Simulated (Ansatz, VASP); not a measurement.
# P (ladder P chain): VASP beside Ansatz, part 2 of 2

One calculation is typed for both programs; each brings its own data sets. How far apart do they land? The structure shown is the start of the Ansatz relaxation below; VASP solves that cell, so the two are compared at the walk's first step.

VASP 6.6.1 and Ansatz 0.2.0.

So far. Step 4 (Comparison): The forces differ by 66 meV/Å r.m.s., which is 2.4 % of the r.m.s. force of 2.746 eV/Å (both taken over all components).

**7. VASP: single point, RPBE, start cell**

Level of this step: RPBE, zero-moment start; plane waves and PAW (P) (VASP).

The same cell, functional, mesh and smearing now go to VASP, with its own data sets.

INCAR

```
SYSTEM = P
PREC = Accurate
ENCUT = 400
EDIFF = 1E-06
NELM = 200
ISMEAR = -1
SIGMA = 0.05
LREAL = .FALSE.
ALGO = Normal
GGA = RP
NBANDS = 12
ISPIN = 2
MAGMOM = -0 -0
LORBIT = 11
LWAVE = .FALSE.
LCHARG = .FALSE.
ISIF = 2
LASPH = .TRUE.
GGA_COMPAT = .FALSE.
KPAR = 2
```

POSCAR

```
P
1.0
    9.0000000000      0.0000000000      0.0000000000
    0.0000000000      7.5000000000      0.0000000000
    0.0000000000      0.0000000000      2.0939900000
P
2
Direct
    0.4006088889      0.5000000000      0.0000000000
    0.5993911111      0.5000000000      0.5000000000
```

KPOINTS

```
Automatic mesh
0
Gamma
1 1 39
0 0 0
```

Potentials, in the order of the species: P (PBE family, release 64).

The run is started by

```
$ mpirun -np 2 vasp_std
```

Numbers of over 12 decimals in the logs are rounded to 6 here.

Output:

```text
[banner, memory and clock lines left out]
running    2 mpi-ranks, on    1 nodes
[...]
|                                                                             |
|               ----> ADVICE to this user running VASP <----                  |
|                                                                             |
|     You enforced a specific xc type in the INCAR file but a different       |
|     [... a line on the potential file left out ...]
|     I HOPE YOU KNOW WHAT YOU ARE DOING!                                     |
|                                                                             |

 LDA part: xc-table for (Slater+PW92), standard interpolation
 POSCAR, INCAR and KPOINTS ok, starting setup
[...]
entering main loop
       N       E                     dE             d eps       ncg     rms          rms(c)
DAV:   1     0.502539487434E+02    0.50254E+02   -0.32841E+03   960   0.490E+02
DAV:   2    -0.389656158272E+01   -0.54151E+02   -0.46388E+02  1412   0.102E+02
DAV:   3    -0.771866855228E+01   -0.38221E+01   -0.37787E+01  1288   0.321E+01
DAV:   4    -0.777558366374E+01   -0.56915E-01   -0.56881E-01  1352   0.475E+00
[...]
DAV:  17    -0.729450484322E+01   -0.29212E-04   -0.41580E-06  1088   0.111E-02    0.651E-03
DAV:  18    -0.729451315659E+01   -0.83134E-05   -0.19338E-06  1104   0.831E-03    0.260E-03
DAV:  19    -0.729451414950E+01   -0.99292E-06   -0.44126E-07  1012   0.568E-03
   1 F= -.72945141E+01 E0= -.72883365E+01  d E =-.123553E-01  mag=     0.0000
```

From OUTCAR (step 7):

```text
  Total        8.6693079      0.1032492     13.4465717      0.0000000      0.0000000      0.0000000
  in kB       98.2690223      1.1703588    152.4206391      0.0000000      0.0000000      0.0000000
  external PRESSURE =      83.9533400 kB  Pullay stress =       0.0000000 kB

 POSITION                                       TOTAL-FORCE (eV/Angst)
 -----------------------------------------------------------------------------------
      3.60548      3.75000      0.00000        -4.868257      0.000000      0.000000
      5.39452      3.75000      1.04699         4.868257      0.000000      0.000000
 -----------------------------------------------------------------------------------
    total drift:                                0.000000     -0.000000      0.000000

  FREE ENERGIE OF THE ION-ELECTRON SYSTEM (eV)
  ---------------------------------------------------
  free  energy   TOTEN  =        -7.2945141495 eV

  energy  without entropy=       -7.2821588577  energy(sigma->0) =       -7.28833650

 magnetization (x)
# of ion       s       p       d       tot
------------------------------------------
    1       -0.000   0.000   0.000   0.000
    2       -0.000   0.000   0.000   0.000
--------------------------------------------------
tot         -0.000   0.000   0.000   0.000

[... 1 part as in an earlier step ...]

[... 2 further parts left out ...]
[key lines of the parts left out:]
E-fermi :  -1.5038
```

**8. Comparison**

What differs besides the data sets and the points named for the pairs above, as far as they apply: Ansatz makes its cores anew for this functional, VASP keeps those of its PBE data sets. Total energies have different zeros and are not compared.

Forces (eV/Å; atoms numbered as in POSCAR):

| atom | Ansatz x, y, z | VASP x, y, z |
| --- | --- | --- |
| P1 | -5.058, 0.000, 0.000 | -4.868, 0.000, 0.000 |
| P2 | 5.058, 0.000, 0.000 | 4.868, 0.000, 0.000 |

The forces differ by 110 meV/Å r.m.s., which is 3.9 % of the r.m.s. force of 2.811 eV/Å (both taken over all components). Moments aren't recorded for both runs of this pair, so they may hold unlike magnetic states.

**9. What the set-up changes**

Further runs change the set-up of one program: Ansatz's method, potentials or start, or VASP's data sets, cutoff or form of LDA. The table gives that difference for each run.

| run | r.m.s. force difference (meV/Å) |
| --- | --- |
| as above | 110 |
| VASP with a cutoff of 500 eV (perhaps on Ansatz's relaxed cell) | 43 |

**10. Ansatz: relaxation, LDA**

The two programs are compared at the cell with which this relaxation starts, whose forces are those of its first step.

The structure compared here is the start of the Ansatz relaxation; VASP solves that cell, so the two are compared at the walk's first step.

input.yaml

```yaml
crystal:
  lattice:
    - [9.0, 0.0, 0.0]
    - [0.0, 7.5, 0.0]
    - [0.0, 0.0, 2.09399]
  atoms:
    - { symbol: P, position: [0.400608889, 0.5, 0.0], spin: 0.3 }
    - { symbol: P, position: [0.599391111, 0.5, 0.5], spin: 0.3 }
magnetization:
  spin_polarized: true
kpoints:
  mp_grid: { grid: [1, 1, 39] }
scf:
  occupations: { method: fermi_dirac, width: 0.05 }
hamiltonian:
  xc: lda
relax:
  cell: { fix: [a, b, alpha, beta, gamma] }
  max_steps: 60
```

The run is started by

```
$ ansatz run input.yaml --threads 4 --pin off --max-ram 8192MiB --backend cpu --events-out ev --progress --plain --runs-dir out
```

Output:

```text
[...]
Crystal: 2 atoms, lattice volume = 141.344 Å³
Basis set: ecut = 420 eV, 2781 PW (Γ)
Bands: 10, of which v1, the nominal top of the filled ones, is band 5 counted from 1 (4 counted from 0)
Symmetry: 8 space group operations
[...]
k-points: 20 of 39
[...]
Starting moments: Σ|m| = 0.6 μB on 2 of 2 sites
[...]
0.000000       0.143955       0.000000
       -0.000000       0.000000      -0.006226
  P = ⅓ Tr σ = 0.0222 GPa (0.222 kbar)
--- Relaxed structure (7 steps of the walk, 7 accepted, 2 SCFs on fresh bases) ---
[...]
cell:  # Å, volume = 155.5832 Å³
    - [9.0, 0, 0]
    - [0, 7.5, 0]
    - [0, 0, 2.304936]
  atoms:
    - { symbol: P, position: [0.388391, 0.5, 0] }
    - { symbol: P, position: [0.611609, 0.5, 0.5] }
[key lines of the parts left out:]
SCF converged after 4 iterations
Magnetization: -0.0000 μB (5.0000 up, 5.0000 down)
Free energy (F): -1449.717533 eV
Fermi energy:    -2.010043 eV
```

**11. VASP: single point, LDA, start cell**

The same cell, functional (in two slightly different forms), mesh and smearing now go to VASP, with its own data sets.

Edit INCAR of step 7 so:

```diff
@@ -9,3 +9,3 @@
 ALGO = Normal
-GGA = RP
+GGA = CA
 NBANDS = 12
```

POSCAR is that of step 7.

KPOINTS is that of step 7.

The projector-augmented-wave data sets are P (LDA family, release 64).

The run is started by

```
$ mpirun -np 2 vasp_std
```

Output:

```text
[banner, memory and clock lines left out]
running    2 mpi-ranks, on    1 nodes
[...]
LDA part: xc-table for (Slater(with rela. corr.)+CA(PZ))
 , standard interpolation
 POSCAR, INCAR and KPOINTS ok, starting setup
[...]
entering main loop
       N       E                     dE             d eps       ncg     rms          rms(c)
DAV:   1     0.491919332869E+02    0.49192E+02   -0.32965E+03   960   0.490E+02
DAV:   2    -0.548741504994E+01   -0.54679E+02   -0.47101E+02  1404   0.103E+02
DAV:   3    -0.944403866170E+01   -0.39566E+01   -0.39115E+01  1300   0.331E+01
DAV:   4    -0.950454581851E+01   -0.60507E-01   -0.60467E-01  1304   0.492E+00
[...]
DAV:  17    -0.894241957315E+01   -0.15818E-04   -0.16035E-06  1080   0.706E-03    0.665E-03
DAV:  18    -0.894242679033E+01   -0.72172E-05   -0.12366E-06  1096   0.484E-03    0.116E-03
DAV:  19    -0.894242754314E+01   -0.75281E-06   -0.57893E-08  1116   0.131E-03
   1 F= -.89424275E+01 E0= -.89360326E+01  d E =-.127900E-01  mag=    -0.0000
```

Parts of OUTCAR (step 11):

```text
  Total        7.6493536      0.0984652     11.6912242      0.0000000      0.0000000      0.0000000
  in kB       86.7075553      1.1161307    132.5232855      0.0000000      0.0000000      0.0000000
  external PRESSURE =      73.4489905 kB  Pullay stress =       0.0000000 kB

 POSITION                                       TOTAL-FORCE (eV/Angst)
 -----------------------------------------------------------------------------------
      3.60548      3.75000      0.00000        -4.297284      0.000000      0.000000
      5.39452      3.75000      1.04699         4.297284      0.000000      0.000000
 -----------------------------------------------------------------------------------
    total drift:                                0.000000     -0.000000      0.000000

  FREE ENERGIE OF THE ION-ELECTRON SYSTEM (eV)
  ---------------------------------------------------
  free  energy   TOTEN  =        -8.9424275431 eV

  energy  without entropy=       -8.9296375862  energy(sigma->0) =       -8.93603256

 magnetization (x)
# of ion       s       p       d       tot
------------------------------------------
    1        0.000  -0.000   0.000  -0.000
    2        0.000  -0.000   0.000  -0.000
--------------------------------------------------
tot          0.000  -0.000   0.000  -0.000

[... 2 parts as in an earlier step ...]

[... 1 further part left out ...]
[key lines of the parts left out:]
E-fermi :  -1.7070
```

**12. Side by side**

What differs besides the data sets and the points named for the pairs above, as far as they apply: the two LDA forms differ slightly; VASP's log shows a relativistic correction to its local exchange, Ansatz's none. Total energies have different zeros and are not compared.

Forces (eV/Å; atoms numbered as in POSCAR):

| atom | Ansatz x, y, z | VASP x, y, z |
| --- | --- | --- |
| P1 | -4.389, 0.000, 0.000 | -4.297, 0.000, 0.000 |
| P2 | 4.389, 0.000, 0.000 | 4.297, 0.000, 0.000 |

The forces differ by 53 meV/Å r.m.s., which is 2.1 % of the r.m.s. force of 2.481 eV/Å (both taken over all components). Moments aren't recorded for both runs of this pair, so they may hold unlike magnetic states.

**13. What the set-up changes**

Further runs change the set-up of one program: Ansatz's method, potentials or start, or VASP's data sets, cutoff or form of LDA. The table gives that difference for each run.

| run | r.m.s. force difference (meV/Å) |
| --- | --- |
| as above | 53 |
| VASP with a cutoff of 500 eV (perhaps on Ansatz's relaxed cell) | 25 |

**14. Summary of results**

```
r.m.s. force difference (single point, PBE, start cell)  : 2.4 % of the r.m.s. force
r.m.s. force difference (single point, RPBE, start cell) : 3.9 % of the r.m.s. force
r.m.s. force difference (single point, LDA, start cell)  : 2.1 % of the r.m.s. force
```

The r.m.s. force difference is 3.9 % of the r.m.s. force (single point, RPBE, start cell), beyond the 3 % picked in this series as the mark of a large difference. Single point, PBE, start cell, VASP with a cutoff of 500 eV (perhaps on Ansatz's relaxed cell): r.m.s. force difference goes from 66 to 28 meV/Å. Single point, RPBE, start cell, VASP with a cutoff of 500 eV (perhaps on Ansatz's relaxed cell): r.m.s. force difference goes from 110 to 43 meV/Å. Single point, LDA, start cell, VASP with a cutoff of 500 eV (perhaps on Ansatz's relaxed cell): r.m.s. force difference goes from 53 to 25 meV/Å. 4 further runs of this series are not shown here. How closely two codes agree says nothing of how well the functional describes the real material.

[Lines on the potential files, build, host, timing and source positions are cut from VASP's logs without a mark.]

[Logs are printed without paths, hosts, clocks, repeated set-up lines and the standing remarks that a program may print on its own settings, such as how far it seeks lower states.]

[Hosts, paths, dates, database ids (printed as entryN), source tags and the programs' standing remarks are cut or masked in the printed files.]

[Rows of further runs with another cutoff or data set may stand on the cell that Ansatz relaxed, not on the start cell of the pair above them.]
